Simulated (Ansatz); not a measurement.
ZrO₂ (fluorite)

```yaml
crystal:
  lattice:
    - [0.00000, 2.54457, 2.54457]
    - [2.54457, 0.00000, 2.54457]
    - [2.54457, 2.54457, 0.00000]
  atoms:
    - { symbol: Zr, position: [0.00000, 0.00000, 0.00000] }
    - { symbol: O, position: [0.25000, 0.25000, 0.25000] }
    - { symbol: O, position: [0.75000, 0.75000, 0.75000] }
```

The atoms are displaced by Q × the pattern below (from a DFPT mode at Γ, largest move 1; Q in Å), at fixed cell. It is one choice among 3 degenerate patterns.

```csv
atom,x,y,z
Zr1,0.000,0.000,-0.351
O2,0.000,0.000,1.000
O3,0.000,0.000,1.000
```

These are r2SCAN (plane waves to 500 eV, PAW, scalar-relativistic; Ansatz, a quantum-chemistry and plane-wave program) values and carry that method's errors. k mesh 11×11×11 (Γ-centred), Fermi-Dirac smearing 0.05 eV. The PAW data are Ansatz's earlier set. This is a high-temperature form of ZrO2. ZrO2 is run without spin polarisation. ZrO2 was relaxed with its symmetry unable to fall. 

| Q (Å) | −dE/dQ from forces (eV/Å) |
|---|---|
| -0.180 | 2.343 |
| -0.150 | 1.805 |
| -0.120 | 1.334 |
| -0.090 | 0.930 |
| -0.060 | 0.584 |
| -0.030 | 0.280 |
| 0.000 | 0.000 |
| 0.030 | -0.280 |
| 0.060 | -0.584 |
| 0.090 | -0.930 |
| 0.120 | -1.334 |
| 0.150 | -1.805 |
| 0.180 | -2.343 |

**Question.** What harmonic wavenumber does the curvature at Q = 0 give?

**Answer.** 241 cm⁻¹. E″ = 9.21 eV/Å², M = Σ mᵢ|uᵢ|² = 43.2 u, ν̃ = 521.5·√(|E″|/M).

(A displaced cell: forces are minus the slopes of the energy, force constants its curvatures, and phonons follow from these.)
